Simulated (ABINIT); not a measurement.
**SnTe: band structure with SOGGA**

SnTe:

```xyz
2
Lattice="0.0000 3.1509 3.1509 3.1509 0.0000 3.1509 3.1509 3.1509 0.0000" Properties=species:S:1:pos:R:3 pbc="T T T"
Te    3.1509    3.1509    3.1509
Sn    0.0000    0.0000    0.0000
```

| Item | Value |
| --- | --- |
| Program | ABINIT 10.8.3 (patched build) |
| Task | band structure |
| Functional | SOGGA |
| Potentials or basis | JTH PAW PBE v2.0 |
| Cutoff | 408 eV |
| k mesh | 7 × 7 × 7 |
| Occupations | fermi-dirac, width 0.05 eV |
| Spin | no spin polarisation |
| Fine-grid cutoff | 816.342 eV |
| Exchange and correlation inside the PAW spheres | full angular mesh (pawxcdev 0, this build's default; the released program takes 1) |

| Item | Value |
| --- | --- |
| Valence electrons inside the program's atomic spheres | Te 3.12; Sn 11.79 |

Levels at the corners of the path, in eV from the Fermi level:
| point | band 8 | band 9 | band 10 | band 11 | band 12 | band 13 |
| --- | --- | --- | --- | --- | --- | --- |
| Γ | -2.16 | -2.16 | -2.16 | 3.42 | 3.42 | 3.42 |
| X | -5.67 | -3.79 | -3.79 | 1.96 | 4.98 | 4.98 |
| W | -4.91 | -4.91 | -0.84 | 0.81 | 4.51 | 4.51 |
| K | -5.27 | -3.29 | -2.77 | 3.00 | 3.03 | 4.14 |
| Γ | -2.16 | -2.16 | -2.16 | 3.42 | 3.42 | 3.42 |
| L | -1.83 | -1.83 | -0.13 | 0.10 | 0.30 | 0.30 |
| U | -5.27 | -3.29 | -2.77 | 3.00 | 3.03 | 4.14 |
| W | -4.91 | -4.91 | -0.84 | 0.81 | 4.51 | 4.51 |
| L | -1.83 | -1.83 | -0.13 | 0.10 | 0.30 | 0.30 |
| K | -5.27 | -3.29 | -2.77 | 3.00 | 3.03 | 4.14 |

It took 65 s on 1 thread of Arm Neoverse V2, on a shared host, peak memory 0.15 GiB.

Caveat: this odd mesh misses L, where the gap lies, so gap, dielectric constants and Born charges aren't listed; spin-orbit coupling is left out, which moves the levels of the heavy elements.
